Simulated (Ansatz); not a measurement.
Computed with DFT, RPBE, plane waves (420 eV) with PAW, scalar-relativistic (Ansatz). (PAW data from PBE, frozen cores regenerated.)

An element in the simple cubic structure gives this curve. The cell is scaled uniformly from the relaxed one, with fractional coordinates and shape fixed. Energies are extrapolated to zero smearing, pressures are those at the given smearing. Magnetic state: spin not included.

| V (Å³/atom) | E − E₀ (meV/atom) | P (GPa) |
| --- | --- | --- |
| 15.203 | 219.5 | 39.89 |
| 15.894 | 86.6 | 23.10 |
| 16.585 | 18.1 | 9.91 |
| 17.276 | 0.1 | -0.45 |
| 17.967 | 21.8 | -8.57 |
| 18.658 | 74.5 | -14.90 |
| 19.349 | 151.4 | -19.80 |

(1) Which element is it?
A. titanium
B. iridium
C. palladium
D. tungsten

## Answers

(1) B. Its fit is V₀ = 17.22 Å³/atom, B₀ = 232 GPa, B₀′ = 5.0.
